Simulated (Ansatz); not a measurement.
## BP at -1 GPa: from Born charge to LO–TO splitting and polaron coupling

All numbers below come from Ansatz, DFT PBE, scalar-relativistic, plane waves, PAW. Cutoff 420 eV, 10×10×10 k-points (Γ-centred), fixed occupations. No spin polarisation. Phonons by linear response, acoustic sum rule imposed.

The cell, relaxed at -1 GPa:
```cif
data_structure
_symmetry_space_group_name_H-M 'F-43m'
_symmetry_Int_Tables_number 216
_cell_length_a 4.5578
_cell_length_b 4.5578
_cell_length_c 4.5578
_cell_angle_alpha 90.000
_cell_angle_beta 90.000
_cell_angle_gamma 90.000
_cell_volume 94.68
loop_
_atom_site_label
_atom_site_type_symbol
_atom_site_symmetry_multiplicity
_atom_site_Wyckoff_symbol
_atom_site_fract_x
_atom_site_fract_y
_atom_site_fract_z
_atom_site_occupancy
B1 B 4 a 0.00000 0.00000 0.00000 1
P1 P 4 c 0.25000 0.25000 0.25000 1
```

Linear response gives ν_TO = 794.6 cm⁻¹, Born charges ±0.472 e (positive on P) and ε∞ = 9.161. The primitive cell holds 23.670 Å³, and the masses are 10.810 and 30.974 amu.

Question: Find ν_LO and the static dielectric constant.

Answer: The long-wave field adds a restoring force: ω_LO² − ω_TO² = Z*²e²/(ε_vac ε∞ μV). In these units ν_LO² − ν_TO² = 4.92064×10⁷ Z*²/(μ V ε∞) cm⁻², with μ = m₁m₂/(m₁ + m₂) = 8.013 amu: 6303 cm⁻². So ν_LO = √(794.6² + 6303) = 798.6 cm⁻¹, and the run gives 798.6. Lyddane–Sachs–Teller then gives ε0 = ε∞ (ν_LO/ν_TO)² = 9.25, against 9.25 in the run (it forms both from the same three quantities, so the match checks the arithmetic only). Between ν_TO and ν_LO the dielectric function is negative and an undamped crystal reflects fully: a reststrahlen band from 12.5 to 12.6 μm.

Question: What do the Clausius–Mossotti polarisability and the Szigeti charge come to?

Answer: With the Lorentz local field, α = (3V/4π)(ε∞ − 1)/(ε∞ + 2) = 4.13 Å³ for the pair, and e_S = 3Z*/(ε∞ + 2) = 0.13 e. The Born charge includes the electrons' response to the dipole's own local field, and e_S takes that enhancement out. The Lorentz field assumes point-like polarisable ions, a poor picture once ε∞ is this large, since the electron clouds then overlap or are shared, so both numbers are formal here.

Question: How strongly does a slow electron couple to the LO mode?

Answer: For one isotropic parabolic band, Fröhlich's constant is α_F = (1/ε∞ − 1/ε0) √(m* Ry/ħω_LO), with Ry = 13.606 eV, ħω_LO = 99.0 meV and m* in free-electron masses: α_F = 0.0011 × 11.72 × √m* = 0.01 √m*. The band mass isn't part of this run; for m* = 0.1, 0.3 and 1 it gives 0.00, 0.01, 0.01. In weak coupling the polaron lies α_F ħω_LO below the band edge (1 meV at m* = 0.3) with a mass m*(1 + α_F/6); past α_F of about 5 or 6 that expansion fails. A semilocal functional's ε∞ tends to be too large, which taken alone lowers α_F.

Cost: 1 run of about 0.42 core-minutes, on Arm Neoverse V2 (shared hosts).